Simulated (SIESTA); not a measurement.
Crystal: Ta.

```xyz
2
Lattice="2.9004 0.0000 0.0000 -1.4502 2.5118 0.0000 0.0000 0.0000 5.1663" Properties=species:S:1:pos:R:3 pbc="T T T"
Ta    0.0000    1.6745    1.2916
Ta    1.4502    0.8373    3.8747
```

This isn't the form of Ta at room conditions, which is bcc.

| Property | Result |
| --- | --- |
| Program | SIESTA 5.4.2 |
| Task | single point |
| Functional | PBEsol |
| Potentials or basis | PseudoDojo 0.4 standard (PBEsol files) |
| Basis | DZP (energy shift 0.003 Ry; two zetas on semicore shells) |
| Grid cutoff | 800 Ry |
| Energy shift | 0.003 Ry |
| k mesh | 11 × 11 × 5 |
| Occupations | fermi-dirac, width 0.05 eV |
| Spin | no spin polarisation |

On this cell: pressure -6.6 GPa; largest force under 0.003 eV/Å; band gap on the k mesh none (metal or under the smearing width).

The same run follows on a disturbed copy (atoms moved at random, drawn with an rms of 0.05 Å):

```
CELL_PARAMETERS angstrom
2.90037 0.00000 0.00000
-1.45019 2.51180 0.00000
0.00000 0.00000 5.16627
ATOMIC_POSITIONS crystal
Ta 0.33032 0.67247 0.24286
Ta 0.66260 0.32497 0.75926
```

Problem. What does the disturbed cell give?

Solution. The energy (extrapolated to zero smearing) moves by +20.4 meV/atom; pressure -6.0 GPa; largest force 0.991 eV/Å; band gap on the k mesh none (metal or under the smearing width).

Forces on the atoms (eV/Å):
```
Ta  -0.021  0.036  0.990
Ta   0.021 -0.036 -0.990
```

Stress tensor (GPa, compression positive):
```
-7.07  0.30 -0.08
 0.30 -5.70  0.15
-0.08  0.15 -5.10
```

Caveats: short orbitals over semicore shells can move pressures by several GPa; the basis of atomic orbitals isn't converged, which shifts pressures, moduli and gaps.
